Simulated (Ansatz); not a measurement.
Crystal: C.

```
C
1.0
     0.00000    1.78337    1.78337
     1.78337    0.00000    1.78337
     1.78337    1.78337    0.00000
C
2
Cartesian
  2.6751 2.6751 2.6751
  1.7834 1.7834 1.7834
```

This isn't the form of C at room conditions, which is graphite.

Base run:

- Program: Ansatz 0.2.0
- Functional: HSE06
- Potentials or basis: all-electron PAW datasets made for the crystal
- Cutoff: 600 eV
- Density cutoff: 2400 eV
- k mesh: 10 × 10 × 10
- Occupations: fermi-dirac, width 0.05 eV
- Spin: no spin polarisation

Its results: band gap on the k mesh 5.32 eV, indirect (least direct gap 6.98 eV).

Question: After a change of settings the same cell gave: band gap on the k mesh 6.07 eV, indirect (least direct gap 7.70 eV). Which change was it?
A. functional from HSE06 to PBE0
B. functional from HSE06 to PBE; cutoff from 600 eV to 540 eV; density cutoff from 2400 eV to 2160 eV; k mesh from 10 × 10 × 10 to 8 × 8 × 8
C. k mesh from 10 × 10 × 10 to 8 × 8 × 8

Answer: A.

Not every run made on this cell is shown here.
